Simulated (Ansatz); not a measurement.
## Ionic part of the dielectric constant of Li₂Se at 40 GPa, mode by mode

Method: DFT LDA, scalar-relativistic, plane waves, PAW in Ansatz. Plane waves to 420 eV; Γ-centred k mesh 10×10×10; fixed occupations. No spin polarisation. Phonons by linear response, acoustic sum rule imposed.

The structure is cubic, space group Fm-3m (No. 225). The conventional cell has a = 5.052 Å, b = 5.052 Å, c = 5.052 Å, α = 90.00°, β = 90.00°, γ = 90.00°. Li (site symmetry -43m) is surrounded by 4 Se at 2.19 Å. Se (site symmetry m-3m) has 8 Li at 2.19 Å as nearest neighbours.

Other phases may be more stable at this pressure.

The primitive cell has V = 32.24 Å³ and ε∞,xx = 5.078. Each polar mode adds Δε = (4.92064×10⁷/V)·S/ν² along x, with S its oscillator strength in e²/amu, ν in cm⁻¹ and V in Å³.

Question: From these modes, find each Δε and ε0,xx.
| ν (cm⁻¹) | S_xx (e²/amu) |
| --- | --- |
| 571.2 | 0.1532 |

Answer:
```tsv
ν (cm⁻¹)	Δε
571.2	0.72
```

The sum is 0.717, so ε0,xx = 5.79; the run's tensor has 5.79.

Question: Where do the longitudinal modes lie for a wave vector along x?

Answer: At 610 cm⁻¹. The Lyddane–Sachs–Teller product Π(ν_LO/ν_TO)² = 1.14 matches ε0/ε∞ = 1.14.

Cost: 1 run of about 2 core-minutes, on Arm Neoverse N1 (shared hosts).